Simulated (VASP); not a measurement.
# ZrN (Fm-3m) in VASP: settings compared

The runs below take ZrN through single point, with PBE, RPBE.

Everything below comes from runs of VASP 6.6.1. Logs are shortened: lines on timing, memory, paths and dates and some standing lists are left out, and cuts for length are marked.

**1. Starting point**

It takes space group Fm-3m (No. 225, cubic). The conventional cell has a = 4.600 Å, b = 4.600 Å, c = 4.600 Å, α = 90.00°, β = 90.00°, γ = 90.00°. Zr (site symmetry m-3m) is surrounded by 6 N at 2.30 Å. N (site symmetry m-3m) is surrounded by 6 Zr at 2.30 Å.

**2. Single point, PBE**

INCAR

```
ALGO = Normal ; EDIFF = 1E-7
ENCUT = 350 ; GGA = PE
ISIF = 2 ; ISMEAR = 0
LASPH = T ; LCHARG = T
LELF = T ; LREAL = F
LVHAR = T ; LWAVE = F
NELM = 80 ; PREC = Accurate
SIGMA = 0.02
```

KPOINTS

```
k-points
0
Gamma
  5 5 5
```

POSCAR

```
ZrN
1.0
    0.0000000000      2.3000000000      2.3000000000
    2.3000000000      0.0000000000      2.3000000000
    2.3000000000      2.3000000000      0.0000000000
Zr N
1 1
Direct
    0.5000000000      0.5000000000      0.5000000000
    0.0000000000      0.0000000000      0.0000000000
```

Potentials or basis: VASP PAW PBE potentials, release 64 (Zr_sv_GW, N_GW).

Run with:

```console
> cat potpaw_PBE.64/Zr_sv_GW/POTCAR potpaw_PBE.64/N_GW/POTCAR > POTCAR
> mpirun -np 1 vasp_std > vasp.out
```

OUTCAR:

```text
EDIFF = 1E-7
   ENCUT = 350
   GGA = PE
   ISIF = 2
   ISMEAR = 0
   LASPH = T
   LREAL = F
   NELM = 80
   PREC = Accurate

 ion  position               nearest neighbor table
   1  0.500  0.500  0.500-
   2  0.000  0.000  0.000-

  LATTYP: Found a face centered cubic cell.
 ALAT       =     4.6000000000

  Lattice vectors:

 A1 = (   0.0000000000,   2.3000000000,   2.3000000000)
 A2 = (   2.3000000000,   0.0000000000,   2.3000000000)
 A3 = (   2.3000000000,   2.3000000000,   0.0000000000)

Analysis of symmetry for initial positions (statically):
=====================================================================
 Subroutine PRICEL returns:
 Original cell was already a primitive cell.

 Routine SETGRP: Setting up the symmetry group for a
 face centered cubic supercell.

 Subroutine GETGRP returns: Found 48 space group operations
 (whereof 48 operations were pure point group operations)
 out of a pool of 48 trial point group operations.

The static configuration has the point symmetry O_h .

Analysis of symmetry for dynamics (positions and initial velocities):
=====================================================================
 Subroutine PRICEL returns:
 Original cell was already a primitive cell.

 Routine SETGRP: Setting up the symmetry group for a
 face centered cubic supercell.

 Subroutine GETGRP returns: Found 48 space group operations
 (whereof 48 operations were pure point group operations)
 out of a pool of 48 trial point group operations.

The dynamic configuration has the point symmetry O_h .

 Subroutine INISYM returns: Found 48 space group operations
 (whereof 48 operations are pure point group operations),
 and found     1 'primitive' translations

----------------------------------------------------------------------------------------

                                     Primitive cell

  volume of cell :      24.3340

  direct lattice vectors                    reciprocal lattice vectors
     0.000000000  2.300000000  2.300000000    -0.217391304  0.217391304  0.217391304
     2.300000000  0.000000000  2.300000000     0.217391304 -0.217391304  0.217391304
     2.300000000  2.300000000  0.000000000     0.217391304  0.217391304 -0.217391304

  length of vectors
     3.252691193  3.252691193  3.252691193     0.376532784  0.376532784  0.376532784

  position of ions in fractional coordinates (direct lattice)
     0.500000000  0.500000000  0.500000000
[... 70 lines left out ...]
   ISYM   =      2    0-nonsym 1-usesym 2-fastsym
   POTIM  = 0.5000    time-step for ionic-motion
   TEBEG  =    0.0;   TEEND  =   0.0 temperature during run
   PSTRESS=    0.0 pullay stress
   NELECT =      17.0000    total number of electrons
   NUPDOWN=      -1.0000    fix difference up-down
   EMIN   =  10.00;   EMAX   =-10.00  energy-range for DOS
   EFERMI =   0.00;   METHOD = LEGACY
   ISMEAR =     0;   SIGMA  =   0.02  broadening in eV -4-tet -1-fermi 0-gaus
   EFERMI_NEDOS =   21; number of points for ismear=-14 and -15
   IALGO  =     38    algorithm
   IMIX   =      4    mixing-type and parameters
     AMIX     =   0.40;   BMIX     =  1.00
     AMIX_MAG =   1.60;   BMIX_MAG =  1.00
  volume/ion in A,a.u.               =      12.17        82.11
  Fermi-wavevector in a.u.,A,eV,Ry     =   1.452624  2.745062 28.709889  2.110117
  Thomas-Fermi vector in A             =   2.569985
   LORBIT       =      0    0 simple, 1 ext, 2 COOP (PROOUT), +10 PAW based schemes
   GGA     = PE    functional components
   LHFCALC =     F    Hartree Fock is set to
   AEXX    =    0.0000 exact exchange contribution
   IVDW    =     0    specifies the selected vdW correction
   LEPSILON=     F    determine dielectric tensor
   LRPA    =     F    only Hartree local field effects (RPA)
 non-spin polarized calculation
 Gauss-broadening in eV      SIGMA  =   0.02
  energy-cutoff  :      350.00
  volume of cell :       24.33
 maximum number of plane-waves:       370
   NGX =  9   NGY =  9   NGZ =  9

 number of electron      16.9999983 magnetization

 Free energy of the ion-electron system (eV)
  ---------------------------------------------------
  ext. energy  EPLUGINS =         0.00000000
  ---------------------------------------------------
  free energy    TOTEN  =       -21.97461798 eV

  energy without entropy =      -21.97245445  energy(sigma->0) =      -21.97353622

 E-fermi :  11.8306     XC(G=0): -12.4580

 val. band max:       11.3226471991   @ k =   0.0000   0.0000   0.0000
 cond. band min:      11.8313697351   @ k =  -0.4000   0.4000   0.2000
 fundamental gap:      0.5087225360
 Fermi energy:        11.8306308767

 k-point     1 :       0.0000    0.0000    0.0000
  band No.  band energies     occupation
      1     -37.8930      2.00000
      2     -15.5286      2.00000
      3     -15.5286      2.00000
      4     -15.5286      2.00000
      5      -4.5564      2.00000
      6       9.1368      2.00000
      7       9.1368      2.00000
      8       9.1368      2.00000
      9      11.3226      2.00000
     10      11.3226      2.00000
     11      11.3226      2.00000
     12      13.2751      0.00000
[... 121 lines left out ...]
 k-point    10 :      -0.4000    0.4000    0.2000
  band No.  band energies     occupation
      1     -37.7248      2.00000
      2     -16.2995      2.00000
      3     -16.0278      2.00000
      4     -15.8206      2.00000
      5      -3.3426      2.00000
      6       5.9998      2.00000
      7       6.8717      2.00000
      8       7.0834      2.00000
      9      11.8314      0.95833
     10      13.9820      0.00000
     11      15.8224      0.00000
     12      16.1552      0.00000

------------------------ aborting loop because EDIFF is reached ----------------------------------------

  FORCE on cell =-STRESS in cart. coord.  units (eV):
  Direction    XX          YY          ZZ          XY          YZ          ZX
  --------------------------------------------------------------------------------------
  -------------------------------------------------------------------------------------
  Total       -2.3266129     -2.3266129     -2.3266129      0.0000000     -0.0000000      0.0000000
  in kB     -153.1867507   -153.1867507   -153.1867507      0.0000000     -0.0000000      0.0000000
  external PRESSURE =    -153.1867507 kB  Pullay stress =       0.0000000 kB

 VOLUME and BASIS-vectors are now :
 -----------------------------------------------------------------------------
  energy-cutoff  :      350.00
  volume of cell :       24.33
      direct lattice vectors                 reciprocal lattice vectors
     0.000000000  2.300000000  2.300000000    -0.217391304  0.217391304  0.217391304
     2.300000000  0.000000000  2.300000000     0.217391304 -0.217391304  0.217391304
     2.300000000  2.300000000  0.000000000     0.217391304  0.217391304 -0.217391304

 POSITION                                       TOTAL-FORCE (eV/Angst)
 -----------------------------------------------------------------------------------
      2.30000      2.30000      2.30000        -0.000000      0.000000      0.000000
      0.00000      0.00000      0.00000         0.000000     -0.000000     -0.000000
 -----------------------------------------------------------------------------------
    total drift:                                0.000000      0.000000      0.000000

  FREE ENERGIE OF THE ION-ELECTRON SYSTEM (eV)
  ---------------------------------------------------
  free  energy   TOTEN  =       -21.9746179842 eV

  energy  without entropy=      -21.9724544510  energy(sigma->0) =      -21.97353622
```

OSZICAR:

```text
N       E                     dE             d eps       ncg     rms          rms(c)
DAV:   1     0.101521551815E+03    0.10152E+03   -0.74275E+03   248   0.101E+03
DAV:   2    -0.208153122250E+02   -0.12234E+03   -0.11687E+03   392   0.365E+02
DAV:   3    -0.264525643795E+02   -0.56373E+01   -0.54798E+01   316   0.742E+01
DAV:   4    -0.265663003259E+02   -0.11374E+00   -0.11366E+00   320   0.121E+01
DAV:   5    -0.265687299901E+02   -0.24297E-02   -0.24292E-02   344   0.138E+00    0.112E+01
DAV:   6    -0.221666271535E+02    0.44021E+01   -0.21810E+01   384   0.399E+01    0.432E+00
DAV:   7    -0.220210878439E+02    0.14554E+00   -0.93016E-01   296   0.102E+01    0.220E+00
DAV:   8    -0.219873108399E+02    0.33777E-01   -0.31133E-01   336   0.586E+00    0.789E-01
DAV:   9    -0.219779479086E+02    0.93629E-02   -0.12078E-01   336   0.266E+00    0.415E-01
DAV:  10    -0.219757156775E+02    0.22322E-02   -0.35013E-02   332   0.174E+00    0.213E-01
DAV:  11    -0.219745973515E+02    0.11183E-02   -0.49749E-03   320   0.644E-01    0.172E-02
DAV:  12    -0.219746188182E+02   -0.21467E-04   -0.22182E-04   332   0.134E-01    0.941E-03
DAV:  13    -0.219746177321E+02    0.10861E-05   -0.11019E-05   332   0.304E-02    0.289E-03
DAV:  14    -0.219746179137E+02   -0.18161E-06   -0.46011E-07   340   0.743E-03    0.113E-03
DAV:  15    -0.219746179842E+02   -0.70478E-07   -0.11149E-07   228   0.313E-03
   1 F= -.21974618E+02 E0= -.21973536E+02  d E =-.216353E-02
```

It took 5.6 s on 1 thread of Intel Xeon 6975P-C (Granite Rapids), shared host; peak memory 0.11 GiB.

The run converged, but a check on its numbers failed (symmetry, net force, bounds or a known fault of this set-up), so they aren't taken as properties of the crystal.

Caveat: the k mesh is coarse (spacing up to 0.47 Å⁻¹), so the values aren't converged; the cutoff lies under the usual one of these potentials, so the numbers hold a large basis-set error.

[end of part 1 of 2]
